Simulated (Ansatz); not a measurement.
## Sc in Ansatz: the effect of functional

The system is Sc.

```xyz
2
Lattice="3.2868 0.0000 0.0000 -1.6434 2.8464 0.0000 0.0000 0.0000 5.2379" Properties=species:S:1:pos:R:3 pbc="T T T"
Sc    1.6434    0.9488    3.9284
Sc    0.0000    1.8976    1.3095
```

The cell isn't the ideal one: volume scaled by 0.98.

Alike in all runs:

| Property | Result |
| --- | --- |
| Program | Ansatz 0.2.0 |
| Task | single point |
| Potentials or basis | Ansatz PAW |
| k mesh | 9 × 9 × 5 |
| Occupations | fermi-dirac, width 0.05 eV |
| Spin | no spin polarisation |

```csv
functional,cutoff,pressure (GPa)
LDA,420 eV (not typed: the program's choice for these potentials),-4.4
r2SCAN,500 eV (not typed: the program's choice for these potentials),?
PBE,420 eV (not typed: the program's choice for these potentials),0.4
```

Problem. What does the run with functional r2SCAN give?

Solution. Pressure 1.1 GPa.

Caveats: the PAW data sets come from PBE, with cores solved anew for the run's functional, which leaves a small shift of forces and pressure (some runs).
